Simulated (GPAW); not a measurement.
Write an ASE script for GPAW 26.7.0 that does the following.

| Item | Value |
| --- | --- |
| Task | relaxation of the atoms |
| Functional | PBE |
| Potentials or basis | GPAW PAW data sets (gpaw-data 1.2.1) |
| Cutoff | 800 eV |
| Basis | pw |
| k mesh | 10 × 10 × 10 |
| Occupations | fermi-dirac, width 0.05 eV |
| Spin | no spin polarisation |
| Maxiter | 150 |
| Optimizer | BFGS |
| Fmax | 0.02 eV/Å |
| Max steps | 60 |
| Convergence | density=1e-05 forces=0.0001 |

The structure of WC lies in POSCAR:

```
WC
1.0
    0.0000000000      2.1926840000      2.1926840000
    2.2365376800      0.0000000000      2.1926840000
    2.2365376800      2.1926840000      0.0000000000
W C
1 1
Direct
    0.0000000000      0.0000000000      0.0000000000
    0.5000000000      0.5000000000      0.5000000000
```

Measurements of this composition are mostly on another form, of space group No. 187.

The cell isn't the ideal one: strain = 0.02.

One way to write it, as run:

run.py

```python
from ase.io import read, write
from ase.optimize import BFGS
from gpaw import GPAW, PW

atoms = read('POSCAR')

calc = GPAW(mode=PW(800),
            xc='PBE',
            kpts={'size': (10, 10, 10), 'gamma': True},
            occupations={'name': 'fermi-dirac', 'width': 0.05},
            nbands=19,
            convergence={'density': 1e-05, 'forces': 0.0001},
            maxiter=150,
            txt='gpaw.txt')
atoms.calc = calc
opt = BFGS(atoms, trajectory='relax.traj', logfile='-')
done = opt.run(fmax=0.02, steps=60)
calc.write('gs.gpw')
write('result.traj', atoms)
print('Converged:', done)
print('Cell:', atoms.cell.cellpar().round(4))
print('Volume:', round(atoms.get_volume(), 4))
print(atoms.get_scaled_positions().round(5))
```

Potentials or basis: GPAW PAW data sets (gpaw-data 1.2.1), pw.

Launch:

```bash
$ OMP_NUM_THREADS=1 python run.py
```

It gave:

```json
{
 "Band gap on the k mesh": "none (metal or under the smearing width)"
}
```

Caveat: the density grid can change from cell to cell, which puts small steps into energies and stress; the relaxation stopped at its first step, so nothing moved; later steps reuse the first step's grids.

Wall time 27 s on 1 thread of Intel(R) Xeon(R) 6975P-C (Granite Rapids) (shared host), peak memory 0.2 GiB.
